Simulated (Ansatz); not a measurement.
Bi: equation of state with PBEsol

Bi:

```xyz
4
Lattice="4.6584 0.0000 0.0000 0.0000 4.5264 0.0000 -0.3460 0.0000 6.5119" Properties=species:S:1:pos:R:3 pbc="T T T"
Bi    0.9120    1.1316    4.8757
Bi    3.4005    3.3948    1.6362
Bi    1.0780    1.1316    1.6207
Bi    3.2345    3.3948    4.8913
```

| Item | Value |
| --- | --- |
| Program | Ansatz 0.2.0 |
| Task | equation of state |
| Functional | PBEsol |
| Potentials or basis | Ansatz PAW |
| Cutoff | 420 eV |
| Density cutoff | 1680 eV |
| k mesh | 6 × 6 × 4 |
| Occupations | fermi-dirac, width 0.05 eV |
| Spin | no spin polarisation |

```json
{
  "Equilibrium volume": "33.40 Å³/atom",
  "Bulk modulus at fixed shape and positions": "53 GPa",
  "Pressure derivative of the bulk modulus": "4.7"
}
```

Energy against volume, from the lowest point:
| volume (Å³/atom) | energy (meV/atom) |
| --- | --- |
| 32.268 | 6.61 |
| 32.954 | 0.77 |
| 33.641 | 0.00 |
| 34.327 | 3.77 |
| 35.014 | 11.56 |
| 35.700 | 22.94 |
| 36.387 | 37.50 |

All runs of the series together: 66 s on 2 threads of Arm Neoverse V2, on a shared host.

Caveat: the cell was scaled at fixed shape and fractional positions, which overstates the stiffness of a crystal with free parameters, most of all of layers and chains.
